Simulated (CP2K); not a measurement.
The system is In.

```xyz
1
Lattice="3.2606 0.0000 0.0000 -1.0869 3.0742 0.0000 -1.0869 -1.5371 2.6623" Properties=species:S:1:pos:R:3 pbc="T T T"
In    0.0000    0.0000    0.0000
```

This isn't the form of In at room conditions, which is tetragonal.

```yaml
Program: CP2K 2026.2
Task: single point
Functional: PBE
Potentials_or_basis: POTENTIAL_UZH In GTH-PBE-q13; TZVP-MOLOPT-PBE-GTH basis
Density_cutoff: 6123 eV
k_mesh: 10 × 10 × 10
Occupations: fermi-dirac, width 0.05 eV
Spin: no spin polarisation
```

On this cell: pressure 1.8 GPa; band gap on the k mesh none (metal or under the smearing width).

The same run follows on a disturbed copy (cell strained at random at fixed volume):

```
In
1.0
     3.25696    0.00000    0.00000
    -1.00721    3.12153    0.00000
    -1.14001   -1.66125    2.62484
In
1
Direct
  0.99990 0.99783 0.00147
```

What does the disturbed cell give?

The energy (extrapolated to zero smearing) moves by +1.8 meV/atom; pressure 1.9 GPa; band gap on the k mesh none (metal or under the smearing width).

Stress tensor (GPa, compression positive):
```
 2.10 -0.17  0.18
-0.17  1.47  0.77
 0.18  0.77  1.98
```

Caveats: the basis of atomic orbitals isn't converged, which shifts pressures, moduli and gaps.
